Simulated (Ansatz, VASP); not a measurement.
One calculation of Au, two programs

File INCAR:

```
ALGO     = Normal         # electronic algorithm
EDIFF    = 1E-6           # SCF threshold, eV
ENCUT    = 520            # plane-wave cutoff, eV
GGA      = PE             # functional
ISIF     = 2              # what is computed and relaxed
ISMEAR   = -1             # smearing method
LASPH    = T              # aspherical terms in the spheres
LCHARG   = T              # write CHGCAR
LELF     = T              # ELF
LREAL    = F              # projectors in reciprocal space
LVHAR    = T            
LWAVE    = F              # write WAVECAR
NBANDS   = 18             # bands
NELM     = 80             # most SCF steps
PREC     = Accurate       # precision mode
SIGMA    = 0.05           # smearing width, eV
```

The input KPOINTS:

```
k-points
0
Gamma
  12 12 12
```

The input POSCAR:

```
Au
1.0
    0.0000000000      2.8365441024      2.8365441024
    2.8365441024      0.0000000000      2.8365441024
    2.8365441024      2.8365441024      0.0000000000
Au
2
Direct
   -0.1250000000     -0.1250000000     -0.1250000000
    0.1250000000      0.1250000000      0.1250000000
```

Input for Ansatz:

```yaml
crystal:
  lattice:
    - [0.0, 2.8365441024, 2.8365441024]
    - [2.8365441024, 0.0, 2.8365441024]
    - [2.8365441024, 2.8365441024, 0.0]
  atoms:
    - { symbol: Au, position: [-0.125, -0.125, -0.125] }
    - { symbol: Au, position: [0.125, 0.125, 0.125] }
kpoints:
  mp_grid: { grid: [12, 12, 12] }
scf:
  occupations: { method: fermi_dirac, width: 0.05 }
hamiltonian:
  xc: pbe
  pseudopotentials: { kind: all_electron, lapw: { basis_error: 0.001 } }
output:
  forces: true
  stress: true
  eigenvalues: true
  populations: true
```

Change from the starting cell: volume scaled by 0.78, LAPW.

Alike in both runs: task single point; functional PBE; k mesh 12 × 12 × 12; occupations fermi-dirac, width 0.05 eV; no spin polarisation.

```csv
,VASP,Ansatz
version,VASP 6.6.1,Ansatz 0.2.0
potentials or method,"VASP PAW PBE potentials, release 64 (Au)","all-electron LAPW, scalar-relativistic"
plane-wave cutoff (eV),520,see its input
```

|  | VASP | Ansatz | Ansatz less VASP |
| --- | --- | --- | --- |
| pressure (GPa) | 26.5 | 26.9 | +0.37 |

Ansatz ran all-electron here, so the differences hold the error of VASP's frozen core and of both bases.

Caveats: so large a pressure means that the cell lies far from this level's equilibrium, or that cutoff or potentials fall short (VASP). The runs have no spin-orbit coupling, so splittings on Au are missing.
